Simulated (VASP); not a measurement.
# SiC (Fm-3m) in VASP: further runs

The runs below take SiC through relaxation of the atoms, with PBE.

Program: VASP 6.6.1. These are calculated values, not measurements. Logs are shortened: lines on timing, memory, paths and dates and some standing lists are left out, and cuts for length are marked.

### Step 1. The structure

The structure is cubic, space group Fm-3m (No. 225). Conventional cell: a = 4.046 Å, b = 4.046 Å, c = 4.046 Å, α = 90.00°, β = 90.00°, γ = 90.00°. Around Si (site symmetry m-3m) lie 6 C at 2.02 Å. Around C (site symmetry m-3m) lie 6 Si at 2.02 Å.

The cell was built by a generator and needn't be a form met in nature.

### Step 2. Relaxation of the atoms, PBE (a relaxed cell with its volume scaled by 0.98)

File INCAR:

```
ALGO = Fast
EDIFF = 1E-7
EDIFFG = -0.01
ENCUT = 300
GGA = PE
IBRION = 2
ISIF = 2
ISMEAR = 0
LASPH = True
LCHARG = False
LREAL = False
LWAVE = False
NELM = 80
NSW = 40
PREC = Accurate
SIGMA = 0.03
```

File KPOINTS:

```
k-points
0
Gamma
  6 6 6
```

File POSCAR:

```
SiC                                     
1.0
   -0.0000000000      2.0094050552      2.0094050552
    2.0094050552     -0.0000000000      2.0094050552
    2.0094050552      2.0094050552      0.0000000000
  Si              C             
     1     1
Direct
     0.0000000000000000    0.0000000000000000    0.0000000000000000
     0.5000000000000000    0.5000000000000000    0.5000000000000000
```

Potentials or basis: VASP PAW PBE potentials, release 64 (Si, C_s).

The run is started by

```bash
> cat potpaw_PBE.64/Si/POTCAR potpaw_PBE.64/C_s/POTCAR > POTCAR
> mpirun -np 1 vasp_std > vasp.out
```

OUTCAR:

```text
EDIFF = 1E-7
   EDIFFG = -0.01
   ENCUT = 300
   GGA = PE
   IBRION = 2
   ISIF = 2
   ISMEAR = 0
   LASPH = True
   LREAL = False
   NELM = 80
   NSW = 40
   PREC = Accurate

 ion  position               nearest neighbor table
   1  0.000  0.000  0.000-   2 2.01   2 2.01   2 2.01   2 2.01   2 2.01   2 2.01
   2  0.500  0.500  0.500-   1 2.01   1 2.01   1 2.01   1 2.01   1 2.01   1 2.01

  LATTYP: Found a face centered cubic cell.
 ALAT       =     4.0188101104

  Lattice vectors:

 A1 = (   0.0000000000,   2.0094050552,   2.0094050552)
 A2 = (   2.0094050552,   0.0000000000,   2.0094050552)
 A3 = (   2.0094050552,   2.0094050552,   0.0000000000)

Analysis of symmetry for initial positions (statically):
=====================================================================
 Subroutine PRICEL returns:
 Original cell was already a primitive cell.

 Routine SETGRP: Setting up the symmetry group for a
 face centered cubic supercell.

 Subroutine GETGRP returns: Found 48 space group operations
 (whereof 48 operations were pure point group operations)
 out of a pool of 48 trial point group operations.

The static configuration has the point symmetry O_h .

Analysis of symmetry for dynamics (positions and initial velocities):
=====================================================================
 Subroutine PRICEL returns:
 Original cell was already a primitive cell.

 Routine SETGRP: Setting up the symmetry group for a
 face centered cubic supercell.

 Subroutine GETGRP returns: Found 48 space group operations
 (whereof 48 operations were pure point group operations)
 out of a pool of 48 trial point group operations.

The dynamic configuration has the point symmetry O_h .

 Subroutine INISYM returns: Found 48 space group operations
 (whereof 48 operations are pure point group operations),
 and found     1 'primitive' translations

----------------------------------------------------------------------------------------

                                     Primitive cell

  volume of cell :      16.2268

  direct lattice vectors                    reciprocal lattice vectors
     0.000000000  2.009405055  2.009405055    -0.248829871  0.248829871  0.248829871
     2.009405055  0.000000000  2.009405055     0.248829871 -0.248829871  0.248829871
     2.009405055  2.009405055  0.000000000     0.248829871  0.248829871 -0.248829871

  length of vectors
     2.841727881  2.841727881  2.841727881     0.430985978  0.430985978  0.430985978

  position of ions in fractional coordinates (direct lattice)
     0.000000000  0.000000000  0.000000000
     0.500000000  0.500000000  0.500000000

  ion indices of the primitive-cell ions
   primitive index   ion index
                 1           1
                 2           2

----------------------------------------------------------------------------------------

 KPOINTS: k-points

Automatic generation of k-mesh.
 Grid dimensions read from file:
 generate k-points for:    6    6    6

 Generating k-lattice:

  Cartesian coordinates                     Fractional coordinates (reciprocal lattice)
    -0.041471645  0.041471645  0.041471645     0.166666667  0.000000000  0.000000000
     0.041471645 -0.041471645  0.041471645     0.000000000  0.166666667  0.000000000
     0.041471645  0.041471645 -0.041471645     0.000000000  0.000000000  0.166666667

  Length of vectors
     0.071830996  0.071830996  0.071830996

  Shift w.r.t. Gamma in fractional coordinates (k-lattice)
     0.000000000  0.000000000  0.000000000

 Subroutine IBZKPT returns following result:
 ===========================================

 Found     16 irreducible k-points:

 Following reciprocal coordinates:
            Coordinates               Weight
  0.000000  0.000000  0.000000      1.000000
  0.166667  0.000000  0.000000      8.000000
  0.333333  0.000000  0.000000      8.000000
  0.500000  0.000000  0.000000      4.000000
  0.166667  0.166667  0.000000      6.000000
  0.333333  0.166667  0.000000     24.000000
[... 8 lines left out ...]
 -0.333333  0.333333  0.166667     24.000000
 -0.333333  0.500000  0.166667     12.000000
   k-points           NKPTS =     16   k-points in BZ     NKDIM =     16   number of bands    NBANDS=      8
   number of dos      NEDOS =    301   number of ions     NIONS =      2
   total plane-waves  NPLWV =   4096
   dimension x,y,z NGX =    16 NGY =   16 NGZ =   16
   dimension x,y,z NGXF=    32 NGYF=   32 NGZF=   32
   ions per type =               1   1
   NGX,Y,Z   is equivalent  to a cutoff of   9.36,  9.36,  9.36 a.u.
   NGXF,Y,Z  is equivalent  to a cutoff of  18.72, 18.72, 18.72 a.u.
 SYSTEM =  unknown system
   PREC   = accura    normal or accurate (medium, high low for compatibility)
   ISTART =      0    job   : 0-new  1-cont  2-samecut
   ICHARG =      2    charge: 1-file 2-atom 10-const
   ISPIN  =      1    spin polarized calculation?
   LNONCOLLINEAR =      F non collinear calculations
   LSORBIT =      F    spin-orbit coupling
   LASPH  =      T    aspherical Exc in radial PAW
   ENCUT  =  300.0 eV  22.05 Ry    4.70 a.u.   4.01  4.01  4.01*2*pi/ulx,y,z
   NELM   =     80;   NELMIN=  2; NELMDL= -5     # of ELM steps
   EDIFF  = 0.1E-06   stopping-criterion for ELM
   LREAL  =      F    real-space projection
   EDIFFG = -.1E-01   stopping-criterion for IOM
   NSW    =     40    number of steps for IOM
   IBRION =      2    ionic relax: 0-MD 1-quasi-New 2-CG
   NFREE  =      1    steps in history (QN), initial steepest desc. (CG)
   ISIF   =      2    stress and relaxation
   ISYM   =      2    0-nonsym 1-usesym 2-fastsym
   POTIM  = 0.5000    time-step for ionic-motion
   TEBEG  =    0.0;   TEEND  =   0.0 temperature during run
   PSTRESS=    0.0 pullay stress
   NELECT =       8.0000    total number of electrons
   NUPDOWN=      -1.0000    fix difference up-down
   EMIN   =  10.00;   EMAX   =-10.00  energy-range for DOS
   EFERMI =   0.00;   METHOD = LEGACY
   ISMEAR =     0;   SIGMA  =   0.03  broadening in eV -4-tet -1-fermi 0-gaus
   EFERMI_NEDOS =   21; number of points for ismear=-14 and -15
   IALGO  =     68    algorithm
   IMIX   =      4    mixing-type and parameters
     AMIX     =   0.40;   BMIX     =  1.00
     AMIX_MAG =   1.60;   BMIX_MAG =  1.00
  volume/ion in A,a.u.               =       8.11        54.75
  Fermi-wavevector in a.u.,A,eV,Ry     =   1.293284  2.443953 22.756891  1.672584
  Thomas-Fermi vector in A             =   2.424939
   LORBIT       =      0    0 simple, 1 ext, 2 COOP (PROOUT), +10 PAW based schemes
   GGA     = PE    functional components
   LHFCALC =     F    Hartree Fock is set to
   AEXX    =    0.0000 exact exchange contribution
   IVDW    =     0    specifies the selected vdW correction
   LEPSILON=     F    determine dielectric tensor
   LRPA    =     F    only Hartree local field effects (RPA)
 conjugate gradient relaxation of ions
 non-spin polarized calculation
 RMM-DIIS sequential band-by-band and
 Gauss-broadening in eV      SIGMA  =   0.03
  energy-cutoff  :      300.00
  volume of cell :       16.23
 maximum number of plane-waves:       202
   NGX =  9   NGY =  9   NGZ =  9

 number of electron       7.9999999 magnetization

 Free energy of the ion-electron system (eV)
  ---------------------------------------------------
  ext. energy  EPLUGINS =         0.00000000
  ---------------------------------------------------
  free energy    TOTEN  =       -13.51005899 eV

  energy without entropy =      -13.51005808  energy(sigma->0) =      -13.51005853

 E-fermi :  13.2134     XC(G=0): -12.7862

 val. band max:       13.1308039982   @ k =  -0.1667   0.1667   0.0000
 cond. band min:      13.2885946956   @ k =   0.0000   0.0000   0.0000
 fundamental gap:      0.1577906973
 Fermi energy:        13.2134136682

 k-point     1 :       0.0000    0.0000    0.0000
  band No.  band energies     occupation
      1      -5.4554      2.00000
      2      13.2886      0.00039
      3      13.2886      0.00039
      4      13.2886      0.00039
      5      21.1588      0.00000
      6      22.2782      0.00000
      7      22.2782      0.00000
      8      22.2782      0.00000

 k-point     2 :       0.1667    0.0000    0.0000
  band No.  band energies     occupation
      1      -4.7713      2.00000
      2      10.2314      2.00000
      3      12.9166      2.00000
      4      12.9166      2.00000
      5      20.6545      0.00000
      6      22.1307      0.00000
      7      22.1307      0.00000
      8      23.2539      0.00000

 k-point     3 :       0.3333    0.0000    0.0000
  band No.  band energies     occupation
      1      -2.7584      2.00000
      2       5.2414      2.00000
      3      12.3834      2.00000
      4      12.3834      2.00000
      5      19.5913      0.00000
      6      19.5913      0.00000
      7      19.6201      0.00000
      8      23.8090      0.00000

 k-point     4 :       0.5000    0.0000    0.0000
  band No.  band energies     occupation
      1      -0.1804      2.00000
      2       1.5484      2.00000
      3      12.1909      2.00000
      4      12.1909      2.00000
      5      18.6377      0.00000
      6      18.6377      0.00000
      7      19.3438      0.00000
      8      23.1479      0.00000

 k-point     5 :       0.1667    0.1667    0.0000
  band No.  band energies     occupation
      1      -4.5444      2.00000
      2      11.5515      2.00000
      3      11.6733      2.00000
      4      11.6733      2.00000
      5      19.0498      0.00000
      6      19.4788      0.00000
      7      23.2445      0.00000
      8      24.5475      0.00000
[... 89 lines left out ...]
 k-point    14 :       0.5000    0.3333    0.1667
  band No.  band energies     occupation
      1      -1.0290      2.00000
      2       6.1218      2.00000
      3       7.4147      2.00000
      4       9.7068      2.00000
      5      16.9964      0.00000
      6      20.5772      0.00000
      7      21.4231      0.00000
      8      25.9089      0.00000

 k-point    15 :      -0.3333    0.3333    0.1667
  band No.  band energies     occupation
      1       1.2968      2.00000
      2       3.3800      2.00000
      3       6.9629      2.00000
      4       8.4934      2.00000
      5      17.5717      0.00000
      6      20.3153      0.00000
      7      24.0054      0.00000
      8      24.5219      0.00000

 k-point    16 :      -0.3333    0.5000    0.1667
  band No.  band energies     occupation
      1       2.1165      2.00000
      2       4.1317      2.00000
      3       6.5861      2.00000
      4       6.6445      2.00000
      5      16.2570      0.00000
      6      19.7677      0.00000
      7      23.4220      0.00000
      8      26.3630      0.00000

------------------------ aborting loop because EDIFF is reached ----------------------------------------

  FORCE on cell =-STRESS in cart. coord.  units (eV):
  Direction    XX          YY          ZZ          XY          YZ          ZX
  --------------------------------------------------------------------------------------
  -------------------------------------------------------------------------------------
  Total        0.5706638      0.5706638      0.5706638      0.0000000     -0.0000000      0.0000000
  in kB       56.3453940     56.3453940     56.3453940      0.0000000     -0.0000000      0.0000000
  external PRESSURE =      56.3453940 kB  Pullay stress =       0.0000000 kB

 VOLUME and BASIS-vectors are now :
 -----------------------------------------------------------------------------
  energy-cutoff  :      300.00
  volume of cell :       16.23
      direct lattice vectors                 reciprocal lattice vectors
     0.000000000  2.009405055  2.009405055    -0.248829871  0.248829871  0.248829871
     2.009405055  0.000000000  2.009405055     0.248829871 -0.248829871  0.248829871
     2.009405055  2.009405055  0.000000000     0.248829871  0.248829871 -0.248829871

 POSITION                                       TOTAL-FORCE (eV/Angst)
 -----------------------------------------------------------------------------------
      0.00000      0.00000      0.00000        -0.000000     -0.000000      0.000000
      2.00941      2.00941      2.00941         0.000000      0.000000     -0.000000
 -----------------------------------------------------------------------------------
    total drift:                                0.000000      0.000000      0.000000

  FREE ENERGIE OF THE ION-ELECTRON SYSTEM (eV)
  ---------------------------------------------------
  free  energy   TOTEN  =       -13.5100589945 eV

  energy  without entropy=      -13.5100580753  energy(sigma->0) =      -13.51005853

 reached required accuracy - stopping structural energy minimisation
```

Wall time 1.3 s (1 thread of Intel Xeon 6975P-C (Granite Rapids), shared host); peak memory 0.1 GiB.

What came out:

* Free energy: -13.5101 eV
* Band gap on the k mesh: none (metal or under the smearing width)

Final structure:
```
CELL_PARAMETERS angstrom
0.00000 2.00941 2.00941
2.00941 0.00000 2.00941
2.00941 2.00941 0.00000
ATOMIC_POSITIONS crystal
Si 0.00000 0.00000 0.00000
C 0.50000 0.50000 0.50000
```

Levels at points of the mesh, in eV from the Fermi level:
| k point | band 1 | band 2 | band 3 | band 4 | band 5 | band 6 | band 7 | band 8 |
| --- | --- | --- | --- | --- | --- | --- | --- | --- |
| (0.00, 0.00, 0.00) | -18.67 | 0.08 | 0.08 | 0.08 | 7.95 | 9.06 | 9.06 | 9.06 |
| (0.50, 0.00, 0.00) | -13.39 | -11.67 | -1.02 | -1.02 | 5.42 | 5.42 | 6.13 | 9.93 |
| (0.50, 0.50, 0.00) | -11.57 | -9.95 | -4.33 | -4.33 | -0.73 | 2.52 | 15.22 | 15.46 |

Caveat: the k mesh is coarse (spacing up to 0.45 Å⁻¹), so the values aren't converged; the cutoff is under 1.25 times the usual one of these potentials, so pressure, stress and relaxed cells hold a basis-set (Pulay) error; the relaxation stopped at its first step, so nothing moved.

[end of part 1 of 2]
